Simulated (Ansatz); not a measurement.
# Ge (Cmcm) in Ansatz: notebook

The runs below take Ge through relaxation of cell and atoms, with LDA, PBE, PBEsol, RPBE, revPBE.

Everything below comes from runs of Ansatz 0.2.0. Logs are shortened: lines on timing, memory, paths and dates and some standing lists are left out, and cuts for length are marked.

## 1. Starting point

The structure is orthorhombic, space group Cmcm (No. 63). Conventional cell: a = 2.976 Å, b = 5.189 Å, c = 4.728 Å, α = 90.00°, β = 90.00°, γ = 90.00°. Ge (site symmetry m2m) is surrounded by 12 Ge at 2.92 to 2.99 Å.

This isn't the form of Ge at room conditions, which is diamond.

## 2. Relaxation of cell and atoms, LDA

File input.yaml:

```yaml
crystal:
  lattice:
    - [1.488052925, -2.59468961, 0.0]
    - [1.488052925, 2.59468961, 0.0]
    - [0.0, 0.0, 4.72759579]
  atoms:
    - { symbol: Ge, position: [0.33344663, 0.66655337, 0.25] }
    - { symbol: Ge, position: [0.66655337, 0.33344663, 0.75] }
hamiltonian:
  xc: lda
  pseudopotentials: { kind: paw }
kpoints:
  mp_grid: { grid: [10, 10, 6] }
scf:
  occupations: { method: fermi_dirac, width: 0.05 }
output:
  forces: true
  stress: true
  eigenvalues: true
  write_density: true
  write_potential: true
  elf: true
  volumetric_format: npy
relax:
  f_tol: 0.01
  max_steps: 40
  cell: { stress_tol: 0.05 }
```

Potentials or basis: Ansatz PAW.

Run with:

```console
> ansatz run input.yaml --threads 2 --pin off --max-ram 5632MiB --backend cpu --events-out ev --progress --plain --runs-dir out
```

What it wrote:

```text
Warning: RAYON_NUM_THREADS=2 ignored (pool sized by the plan → 2); use --threads N
Engine: ansatz 0.2.0, x86_64-unknown-linux-gnu
Pseudopotentials: kind: paw
Pseudopotential: Ge, paw, valence charge 14, recommended cutoff 420 eV (normal), Ge.paw.azcp
Functional definition: SPW92
  exchange = slater_x
  correlation = pw_c
Crystal: 2 atoms, lattice volume = 36.507 Å³
Basis set: ecut = 420 eV, 695 PW (Γ)
Bands: 18, of which v1, the nominal top of the filled ones, is band 14 counted from 1 (13 counted from 0)
Symmetry: 8 space group operations
Space group: Cmcm (ITA 63), of the structure as read, at distance tolerance 3.3e-5 Å
k-points: 124 of 600
Non-local potential: Ge, projectors of the file, l = 0: 2, l = 1: 2, l = 2: 3, l = 3: 1
PAW form: soft (Blöchl's): semilocal exchange-correlation on the pseudo side does not see the compensation charge
PAW frozen core: Ge, regenerated for the run's functional, and the local potential with it (the file was generated under x = pbe(κ = 0.804, μ = 0.2195149727645171), c = pbe(β = 0.06672455060314922))
PAW one-centre angular grid: Ge, 590 points (default); XC on 64 Gauss nodes
Initial density: superposition of atomic densities (neutral atoms: chi_scale 0, normalization atom), corrected by the library's trained network
Initial wavefunctions: pseudopotential atomic-orbital guess
Functional: x = slater, c = lda
SCF iter   1: F=—  HF=-8430.846330 eV  |F-HF|=—  |Δ(HF+E_count)|=         —  Δρ=5.33e-3  dr2=5.37e-3  ethr=1.77e-3  ⟨swp⟩=5.0  Hψ=9131  notcnv=0
preconditioner: auto → none  [metal: Δε(μ)=0.014 eV  Ē_g=23.198 eV  σ=0.050 eV  W_gap=0.07  n_scr=8 (ndim 8)  ℏωp=32.5 eV  f_vac=0.000  D(μ)=1.09/eV (n_scr^D=2)  sad-step TF]
SCF iter   2: F=—  HF=-8430.844019 eV  |F-HF|=—  |Δ(HF+E_count)|=   2.31e-3  Δρ=2.96e-3  dr2=2.49e-3  ethr=1.92e-5  ⟨swp⟩=2.6  Hψ=4944  notcnv=0
SCF iter   3: F=—  HF=-8430.843190 eV  |F-HF|=—  |Δ(HF+E_count)|=   8.29e-4  Δρ=8.37e-4  dr2=9.55e-5  ethr=8.91e-6  ⟨swp⟩=3.0  Hψ=3942  notcnv=0
SCF iter   4: F=—  HF=-8430.843065 eV  |F-HF|=—  |Δ(HF+E_count)|=   1.25e-4  Δρ=8.78e-5  dr2=9.65e-7  ethr=3.41e-7  ⟨swp⟩=2.0  Hψ=3772  notcnv=0
iter 5 did not close the SCF: its close was put off for the readings that it lacked (scf_convergence_deferred on its scf_iter line)
SCF iter   5: F=-8430.843064 eV  HF=-8430.843064 eV  |F-HF|=3.11e-8  |Δ(HF+E_count)|=   3.38e-7  Δρ=1.76e-5  dr2=5.26e-8  ethr=3.45e-9  ⟨swp⟩=2.0  Hψ=3867  notcnv=0
SCF iter   6: F=-8430.843064 eV  HF=-8430.843064 eV  |F-HF|=7.28e-11  |Δ(HF+E_count)|=   1.63e-8  Δρ=1.38e-6  dr2=2.75e-10  ethr=1.88e-10  ⟨swp⟩=5.5  Hψ=11002  notcnv=0
SCF 1 converged in 6 iterations: F = -8430.843064 eV  dr2 = 2.75e-10
relax step   1: F+E_penalty+E_count = -8430.84306429 eV  Δ(F+E_penalty+E_count) = +0.000e0 eV  max|allowed force component| = 3.750e-4 eV/Å  Δτ_max = 0.0000 Å  P = -1.217 GPa  Ω = 36.507 Å³  (6 SCF iters, dr2 threshold 1.00e-7 eV, accepted)
Crystal: 2 atoms, lattice volume = 35.509 Å³
Basis set: ecut = 420 eV, 699 PW (Γ)
Initial density: handed on by an earlier stage of this run
Initial wavefunctions: those handed on with the density
iter 1 solved again at ethr=1.16e-6 eV; its pass at ethr=3.10e-3 eV (dr2=3.24e-4 eV) is discarded
SCF iter   1: F=—  HF=-8430.849870 eV  |F-HF|=—  |Δ(HF+E_count)|=         —  Δρ=9.86e-4  dr2=3.46e-4  ethr=1.16e-6  ⟨swp⟩=1.9  Hψ=13613  notcnv=0
preconditioner: auto → none  [metal: Δε(μ)=0.046 eV  Ē_g=23.314 eV  σ=0.050 eV  W_gap=0.23  n_scr=8 (ndim 8)  ℏωp=33.0 eV  f_vac=0.000  D(μ)=0.93/eV (n_scr^D=2)]
SCF iter   2: F=—  HF=-8430.849799 eV  |F-HF|=—  |Δ(HF+E_count)|=   7.04e-5  Δρ=4.27e-4  dr2=5.09e-5  ethr=1.16e-6  ⟨swp⟩=1.9  Hψ=2597  notcnv=0
SCF iter   3: F=—  HF=-8430.849798 eV  |F-HF|=—  |Δ(HF+E_count)|=   8.79e-7  Δρ=6.00e-5  dr2=8.34e-7  ethr=1.82e-7  ⟨swp⟩=2.8  Hψ=3947  notcnv=0
iter 4 did not close the SCF: its close was put off for the readings that it lacked (scf_convergence_deferred on its scf_iter line)
SCF iter   4: F=-8430.849798 eV  HF=-8430.849798 eV  |F-HF|=2.58e-8  |Δ(HF+E_count)|=   4.25e-7  Δρ=2.76e-5  dr2=1.21e-7  ethr=2.98e-9  ⟨swp⟩=2.0  Hψ=3968  notcnv=0
iter 5 did not close the SCF: its close was put off for the readings that it lacked (scf_convergence_deferred on its scf_iter line)
SCF iter   5: F=-8430.849798 eV  HF=-8430.849798 eV  |F-HF|=1.30e-9  |Δ(HF+E_count)|=   4.69e-8  Δρ=3.86e-6  dr2=2.39e-9  ethr=4.30e-10  ⟨swp⟩=2.0  Hψ=3942  notcnv=0
SCF iter   6: F=-8430.849798 eV  HF=-8430.849798 eV  |F-HF|=1.82e-11  |Δ(HF+E_count)|=  4.42e-10  Δρ=1.82e-7  dr2=1.07e-11  ethr=8.53e-12  ⟨swp⟩=4.0  Hψ=10663  notcnv=0
SCF 2 converged in 6 iterations: F = -8430.849798 eV  dr2 = 1.07e-11
relax step   2: F+E_penalty+E_count = -8430.84979796 eV  Δ(F+E_penalty+E_count) = -6.734e-3 eV  max|allowed force component| = 4.921e-3 eV/Å  Δτ_max = 0.0003 Å  P = +0.803 GPa  Ω = 35.509 Å³  energy of the carried Pulay correction = +2.450e-4 eV  (6 SCF iters, dr2 threshold 2.00e-7 eV, accepted)
Crystal: 2 atoms, lattice volume = 35.865 Å³
iter 1 solved again at ethr=2.44e-8 eV; its pass at ethr=3.10e-3 eV (dr2=6.82e-6 eV) is discarded
SCF iter   1: F=—  HF=-8430.850756 eV  |F-HF|=—  |Δ(HF+E_count)|=         —  Δρ=1.97e-4  dr2=1.04e-5  ethr=2.44e-8  ⟨swp⟩=3.6  Hψ=13404  notcnv=0
preconditioner: auto → none  [metal: Δε(μ)=0.061 eV  Ē_g=23.283 eV  σ=0.050 eV  W_gap=0.30  n_scr=8 (ndim 8)  ℏωp=32.8 eV  f_vac=0.000  D(μ)=0.86/eV (n_scr^D=2)]
[... 196 lines left out ...]
Crystal: 2 atoms, lattice volume = 35.837 Å³
iter 1 solved again at ethr=8.27e-10 eV; its pass at ethr=3.10e-3 eV (dr2=2.31e-7 eV) is discarded
SCF iter   1: F=—  HF=-8431.030698 eV  |F-HF|=—  |Δ(HF+E_count)|=         —  Δρ=3.25e-5  dr2=3.44e-7  ethr=8.27e-10  ⟨swp⟩=2.1  Hψ=11819  notcnv=0
preconditioner: auto → none  [insulator: Δε(μ)=0.140 eV  Ē_g=23.695 eV  σ=0.050 eV  W_gap=0.51  n_scr=10 (ndim 8)  ℏωp=32.8 eV  f_vac=0.000  D(μ)=0.56/eV (n_scr^D=2)  ε∞_Penn≈2.9]
iter 2 did not close the SCF: its close was put off for the readings that it lacked (scf_convergence_deferred on its scf_iter line)
SCF iter   2: F=-8431.030698 eV  HF=-8431.030698 eV  |F-HF|=1.66e-8  |Δ(HF+E_count)|=   1.12e-7  Δρ=1.27e-5  dr2=4.28e-8  ethr=8.27e-10  ⟨swp⟩=2.0  Hψ=2706  notcnv=0
iter 3 did not close the SCF: its close was put off for the readings that it lacked (scf_convergence_deferred on its scf_iter line)
SCF iter   3: F=-8431.030698 eV  HF=-8431.030698 eV  |F-HF|=7.28e-11  |Δ(HF+E_count)|=   1.19e-8  Δρ=1.41e-6  dr2=3.04e-10  ethr=1.53e-10  ⟨swp⟩=2.0  Hψ=2713  notcnv=0
iter 4 did not close the SCF: its close was put off for the readings that it lacked (scf_convergence_deferred on its scf_iter line)
SCF iter   4: F=-8431.030698 eV  HF=-8431.030698 eV  |F-HF|=1.49e-10  |Δ(HF+E_count)|=  9.46e-11  Δρ=6.07e-7  dr2=5.61e-11  ethr=1.08e-12  ⟨swp⟩=2.0  Hψ=3972  notcnv=0
iter 5 did not close the SCF: its close was put off for the readings that it lacked (scf_convergence_deferred on its scf_iter line)
SCF iter   5: F=-8431.030698 eV  HF=-8431.030698 eV  |F-HF|=5.46e-12  |Δ(HF+E_count)|=  6.37e-11  Δρ=7.31e-8  dr2=6.48e-13  ethr=1.00e-12  ⟨swp⟩=2.0  Hψ=3471  notcnv=0
SCF iter   6: F=-8431.030698 eV  HF=-8431.030698 eV  |F-HF|=0.00e0  |Δ(HF+E_count)|=  1.82e-12  Δρ=8.44e-9  dr2=1.37e-14  ethr=1.00e-12  ⟨swp⟩=3.0  Hψ=8421  notcnv=0
SCF 19 converged in 6 iterations: F = -8431.030698 eV  dr2 = 1.37e-14
relax step  19: F+E_penalty+E_count = -8431.03069824 eV  Δ(F+E_penalty+E_count) = -6.170e-6 eV  max|allowed force component| = 1.141e-4 eV/Å  Δτ_max = 0.0005 Å  P = +0.028 GPa  Ω = 35.837 Å³  energy of the carried Pulay correction = -1.131e-6 eV  (6 SCF iters, accepted)
iter 1 solved again at ethr=1.21e-8 eV; its pass at ethr=3.10e-3 eV (dr2=3.38e-6 eV) is discarded
SCF iter   1: F=—  HF=-8431.030701 eV  |F-HF|=—  |Δ(HF+E_count)|=         —  Δρ=3.66e-7  dr2=7.73e-12  ethr=1.21e-8  ⟨swp⟩=3.0  Hψ=14922  notcnv=0
eigensolver tolerance schedule: the retry pair's looser diagonalisation over-reported the residual by 436954.88 of it (diagonalisation noise at an unbounded share of the residual, at the tolerance the schedule requests for it); recorded, not acted on — ethr = c·dr2/N_el stays at c = 1.0e-1
SCF iter   2: F=—  HF=-8431.030700 eV  |F-HF|=—  |Δ(HF+E_count)|=   1.77e-7  Δρ=2.37e-7  dr2=8.35e-12  ethr=1.00e-12  ⟨swp⟩=2.1  Hψ=4009  notcnv=0
iter 3 did not close the SCF: its close was put off for the readings that it lacked (scf_convergence_deferred on its scf_iter line)
SCF iter   3: F=-8431.030700 eV  HF=-8431.030700 eV  |F-HF|=1.82e-12  |Δ(HF+E_count)|=  3.64e-12  Δρ=7.10e-8  dr2=3.12e-13  ethr=1.00e-12  ⟨swp⟩=1.0  Hψ=2232  notcnv=0
iter 4 did not close the SCF: its close was put off for the readings that it lacked (scf_convergence_deferred on its scf_iter line)
SCF iter   4: F=-8431.030700 eV  HF=-8431.030700 eV  |F-HF|=1.82e-12  |Δ(HF+E_count)|=  3.64e-12  Δρ=1.03e-8  dr2=3.59e-14  ethr=1.00e-12  ⟨swp⟩=1.0  Hψ=2232  notcnv=0
iter 5 did not close the SCF: its close was put off for the readings that it lacked (scf_convergence_deferred on its scf_iter line)
SCF iter   5: F=-8431.030700 eV  HF=-8431.030700 eV  |F-HF|=0.00e0  |Δ(HF+E_count)|=    0.00e0  Δρ=6.47e-9  dr2=1.11e-14  ethr=1.00e-12  ⟨swp⟩=1.0  Hψ=2232  notcnv=0
iter 6 did not close the SCF: its close was put off for the readings that it lacked (scf_convergence_deferred on its scf_iter line)
SCF iter   6: F=-8431.030700 eV  HF=-8431.030700 eV  |F-HF|=1.82e-12  |Δ(HF+E_count)|=    0.00e0  Δρ=1.27e-9  dr2=5.81e-16  ethr=1.00e-12  ⟨swp⟩=1.0  Hψ=2232  notcnv=0
SCF iter   7: F=-8431.030700 eV  HF=-8431.030700 eV  |F-HF|=5.46e-12  |Δ(HF+E_count)|=  1.82e-12  Δρ=4.61e-10  dr2=7.38e-17  ethr=1.00e-12  ⟨swp⟩=1.3  Hψ=5030  notcnv=0
SCF 20 converged in 7 iterations: F = -8431.030700 eV  dr2 = 7.38e-17
relax step  20: F+E_penalty+E_count = -8431.03070048 eV  Δ(F+E_penalty+E_count) = -2.235e-6 eV  max|allowed force component| = 1.140e-4 eV/Å  Δτ_max = 0.0000 Å  P = +0.028 GPa  Ω = 35.837 Å³  stress off target by 4.61e-2 GPa  SCF on the basis re-selected at this cell (its energy is not comparable with the rows above)  (7 SCF iters)
basis re-selected at this cell: Δ(F+E_penalty+E_count) = -2.235e-6 eV, ΔP = -0.000 GPa vs the last step (what re-selecting the basis moved, of the pressure what is left beyond the Pulay correction that the steps carried, after the strain that the cell walked since its last selection, with what the two solves' SCF thresholds leave and, on support functions, any second-order correction that the steps lacked; it is no measure of the basis error at this ecutwfc). This SCF's stress stands 4.61e-2 GPa from its target on what of the cell is left free (relax.cell.stress_tol is 5.00e-2 GPa) and its largest allowed force component is 1.14e-4 eV/Å (relax.f_tol is 1.00e-2 eV/Å): within both
SCF converged after 7 iterations
Free energy (F): -8431.030700 eV
Harris-Foulkes:  -8431.030700 eV  (|F-HF|=5.46e-12)
Internal energy: -8431.025673 eV  (E = F + TS)
E sigma→0 (E₀):  -8431.028187 eV
Entropy (-TS):   -0.005027 eV (-2.514 meV/atom)
Fermi energy:    11.418171 eV
--- Per-component energies (eV) ---
  E_band       = -219.339508
  E_kinetic    = 224.097575
  E_local      = -4240.842815  (includes V_loc(G=0)·N_el)
  E_nonlocal   = 838.912211
  E_hartree    = 1857.809554
  E_xc         = -151.626928
  E_vxc        = -131.697385  (∫ρ·V_xc dr)
  E_paw        = -3877.993484  (= ΣΔE_a)
  E_vpaw       = -625.428656  (= ΣTr[D̂ρ^β])
  E_aug_tail   = 0.000455  (compensation charges beyond the density's cutoff)
  E_ewald      = -3085.198894
  E_core_change = 3.816652  (= ΣΔE_core)
  E_smearing   = -0.005027  (= −TS)
  E_closure    = -0.000000  (closes the sum)
  Σ components = -8431.030700   (vs F -8431.030700, Δ=0.00e0)
--- Forces (eV/Å), atoms counted from 1 ---
  atom   1  Ge     0.00000000     0.00011404     0.00000000
  atom   2  Ge     0.00000000    -0.00011404     0.00000000
  max |Σ_I F_I| component: 1.36e-20 eV/Å
--- Stress (GPa, compression-positive) ---
        0.025170       0.000000       0.000000
        0.000000       0.012303       0.000000
        0.000000       0.000000       0.046147
  P = ⅓ Tr σ = 0.0279 GPa (0.279 kbar)
--- Band table (eV; the first three rows and the last of 124) ---
  k-point 0: bands = ["-13.5083", "-13.3753", "-13.3751", "-13.3606", "-13.3604", "-13.3028", "-13.3028", "-13.2318", "-13.2054", "-13.2054", "-2.2227", "2.1652", "5.1858", "19.0072", "19.6670", "19.6713", "22.3133", "23.0106"]
  k-point 1: bands = ["-13.4896", "-13.3743", "-13.3741", "-13.3616", "-13.3614", "-13.2964", "-13.2963", "-13.2501", "-13.2120", "-13.2120", "-2.0710", "1.3835", "6.2837", "16.9140", "19.8179", "19.8222", "22.6359", "22.6402"]
  k-point 2: bands = ["-13.4386", "-13.3716", "-13.3714", "-13.3643", "-13.3641", "-13.3003", "-13.2786", "-13.2786", "-13.2300", "-13.2299", "-1.6163", "0.1704", "8.4396", "13.8971", "20.2597", "20.2639", "21.8146", "21.8189"]
  k-point 123: bands = ["-13.4234", "-13.4234", "-13.3309", "-13.3309", "-13.2717", "-13.2717", "-13.2578", "-13.2578", "-13.2283", "-13.2283", "4.2468", "4.2468", "6.8033", "6.8033", "15.5060", "15.5060", "16.6960", "16.6960"]
--- Relaxed structure (18 steps of the walk, 16 accepted, 2 SCFs on fresh bases) ---
  F+E_penalty+E_count = -8431.03070048 eV   max|allowed force component| = 1.140e-4 eV/Å   (the final SCF, on the basis selected at the relaxed cell)
  cell:  # Å, volume = 35.8372 Å³
    - [1.4137783362452954, -2.449294530359622, 0.0]
    - [1.4137783362452954, 2.449294530359622, 0.0]
    - [0.0, 0.0, 5.174664641305849]
  atoms:
    - { symbol: Ge, position: [0.5000605315611798, 0.4999394684388202, 0.24999999999999997] }
    - { symbol: Ge, position: [0.4999394684388202, 0.5000605315611798, 0.75] }
```

Run time: 36 s. Hardware: 2 threads of Intel Xeon 6975P-C (Granite Rapids), shared host; peak memory 0.39 GiB.

Results:

- Free energy: -8431.0307 eV
- Relaxed volume: 17.92 Å³/atom
- Relaxed cell: a = 2.828 Å, b = 2.828 Å, c = 5.175 Å, α = 90.00°, β = 90.00°, γ = 120.01°
- Space group after relaxing (to 0.05 Å): P6/mmm (No. 191)
- Energy gained by relaxing: 93.8 meV/atom
- Ionic steps: 18
- Pressure after relaxing: 0.0 GPa
- Band gap on the k mesh: none (metal or under the smearing width)

Step by step:
```
step  energy change (eV)  largest force (eV/Å)  volume (Å³)
   1              0.0000                0.0004        36.51
   2             -0.0067                0.0049        35.51
   3             -0.0077                0.0058        35.87
   4             -0.0079                0.0069        35.86
   5             -0.0080                0.0108        35.83
   6             -0.0082                0.0095        35.83
   7             -0.0084                0.0095        35.83
   8             -0.0304                0.1201        35.75
   9             -0.0826                0.0699        35.76
  10             -0.1589                0.0703        35.85
  11             -0.1794                0.0088        35.92
  12             -0.1810                0.0046        36.37
  13             -0.1859                0.0003        35.97
  14             -0.1871                0.0001        35.79
  15             -0.1872                0.0001        35.83
  16             -0.1876                0.0001        35.83
  17             -0.1876                0.0001        35.84
  18             -0.1876                0.0001        35.84
```

Final structure:
```xyz
2
Lattice="1.4138 -2.4493 0.0000 1.4138 2.4493 0.0000 0.0000 0.0000 5.1747" Properties=species:S:1:pos:R:3 pbc="T T T"
Ge    1.4138   -0.0003    1.2937
Ge    1.4138    0.0003    3.8810
```

Levels at points of the mesh, in eV from the Fermi level:
| k point | band 12 | band 13 | band 14 | band 15 | band 16 | band 17 |
| --- | --- | --- | --- | --- | --- | --- |
| (0.00, 0.00, 0.00) | -9.25 | -6.23 | 7.59 | 8.25 | 8.25 | 10.90 |
| (0.00, 0.00, -0.50) | -12.28 | -0.39 | -0.39 | 9.54 | 9.54 | 9.54 |
| (0.00, -0.50, 0.00) | -5.91 | -3.69 | -2.39 | -2.16 | 3.43 | 4.00 |
| (0.00, -0.50, -0.50) | -7.17 | -4.61 | -4.61 | 4.09 | 4.09 | 5.27 |
| (-0.50, -0.50, 0.00) | -5.91 | -3.69 | -2.39 | -2.16 | 3.42 | 4.00 |
| (-0.50, -0.50, -0.50) | -7.17 | -4.61 | -4.61 | 4.09 | 4.09 | 5.28 |

Caveat: the plane-wave basis is chosen anew once the cell has moved, so the energies of steps on either side of that aren't comparable; the PAW data sets come from PBE, with cores solved anew for the run's functional, which leaves a small shift of forces and pressure.

(Part 1 of 2 ends here.)
